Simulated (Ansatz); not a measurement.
# Si8Ni: the cost of one run

Method: DFT PBE, scalar-relativistic, plane waves, PAW, in Ansatz 0.2.0.

### Step 1. The starting structure

It takes space group Pm (No. 6, monoclinic). Conventional cell: a = 5.431 Å, b = 3.840 Å, c = 27.680 Å, α = 90.00°, β = 90.00°, γ = 90.00°. Si (site symmetry m) is surrounded by 3 Si at 2.35 Å. Around Si (site symmetry m) lie 4 Si at 2.35 Å. Si (site symmetry m) is surrounded by 1 Ni at 2.35 Å and 3 Si at 2.35 Å. Only part of the 9 independent sites is listed.

Coordinates:

```cif
data_structure
_symmetry_space_group_name_H-M 'Pm'
_symmetry_Int_Tables_number 6
_cell_length_a 5.4309
_cell_length_b 3.8403
_cell_length_c 27.6804
_cell_angle_alpha 90.000
_cell_angle_beta 90.000
_cell_angle_gamma 90.000
_cell_volume 577.31
loop_
_atom_site_label
_atom_site_type_symbol
_atom_site_symmetry_multiplicity
_atom_site_Wyckoff_symbol
_atom_site_fract_x
_atom_site_fract_y
_atom_site_fract_z
_atom_site_occupancy
Si1 Si 1 b 0.00000 0.50000 0.36127 1
Si2 Si 1 a 0.25000 0.00000 0.36127 1
Si3 Si 1 a 0.50000 0.00000 0.43063 1
Si4 Si 1 b 0.75000 0.50000 0.43063 1
Si5 Si 1 b 0.00000 0.50000 0.50000 1
Si6 Si 1 a 0.25000 0.00000 0.50000 1
Si7 Si 1 a 0.50000 0.00000 0.56937 1
Si8 Si 1 b 0.75000 0.50000 0.56937 1
Ni1 Ni 1 b 0.00000 0.50000 0.63873 1
```

Slab cut from the bulk at the bulk's listed lattice constants, lower half held.

### Step 2. Relaxing the atoms

The input, input.yaml:

```yaml
crystal:
  lattice:
    - [3.8402545, 0.0, 0.0]
    - [0.0, 5.43094, 0.0]
    - [0.0, 0.0, 27.6803818893]
  atoms:
    - { symbol: Si, position: [0.5, 0.0, 0.3612666921] }
    - { symbol: Si, position: [0.0, 0.25, 0.3612666921] }
    - { symbol: Si, position: [0.0, 0.5, 0.4306344957] }
    - { symbol: Si, position: [0.5, 0.75, 0.4306344957] }
    - { symbol: Si, position: [0.5, 0.0, 0.5000022994] }
    - { symbol: Si, position: [0.0, 0.25, 0.5000022994] }
    - { symbol: Si, position: [0.0, 0.5, 0.5693701031] }
    - { symbol: Si, position: [0.5, 0.75, 0.5693701031] }
    - { symbol: Ni, position: [0.5, 0.0, 0.6387333079], spin: 2.0 }
basis:
  ecutwfc: 420.0
  fft_grid_basis: typed
kpoints:
  mp_grid: { grid: [7, 5, 1] }
hamiltonian:
  xc: pbe
  pseudopotentials: { kind: paw }
scf:
  occupations: { method: gaussian, width: 0.1 }
output:
  forces: true
  eigenvalues: true
  populations: true
efield:
  axis: 3
  dipole_correction: true
  ramp_width: 0.04
magnetization:
  spin_polarized: true
relax:
  adjacent_minimum: "off"
  f_tol: 0.04
  max_steps: 40
  constraints: [{ sites: [0, 1, 2, 3] }]
```

Command:

```console
$ ansatz run input.yaml --threads 2 --pin off --max-ram 4423MiB --backend cpu --events-out ev --progress --plain --runs-dir out
```

Q: Estimate wall time and peak memory on 2 threads of Intel Xeon Platinum 8559C (Emerald Rapids), shared host.

About 12 min, with a peak of 1.5 GiB.
